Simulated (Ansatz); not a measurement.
# Cu: energy along a strain

Cu, I4/mmm, a = 2.890 Å, c = 2.720 Å. This isn't the element's structure at ambient conditions. Ansatz: PBEsol, PAW, 420 eV, Γ-centred 30×30×30 mesh on 1 atom, Gaussian smearing 0.15 eV; no spin polarisation. Cell vectors (Å): -1.445 1.445 1.360; 1.445 -1.445 1.360; 1.445 1.445 -1.360. The cell is strained by x per cent times the pattern (0 0 0 0 1 0) in the order xx yy zz yz xz xy (engineering shears), with fractional coordinates held. y is the free energy over the start, V0 = 11.360 Å³/atom. Symmetry makes y even in x.

| x (%) | y (meV/atom) |
| --- | --- |
| -6.00 | ? |
| -3.00 | 3.32 |
| 0.00 | 0.00 |
| 1.50 | 0.83 |
| 4.50 | 7.50 |
| 5.25 | 10.23 |

Q: Fit y = c2 x² + c4 x⁴ to the other rows, get the stiffness along the pattern, and predict the missing energy.

A: Least squares on the rows shown. y = 0.3680 x² + 0.0001152 x⁴. The clamped-ion stiffness p·C·p = 2 × 3.680 eV × 160.2 / 11.360 Å³ = 104 GPa, which is C55 in these axes. At x = -6.00 the fit asked for gives 13.40 meV/atom. The run gave 13.40 meV/atom, the same to the digits shown.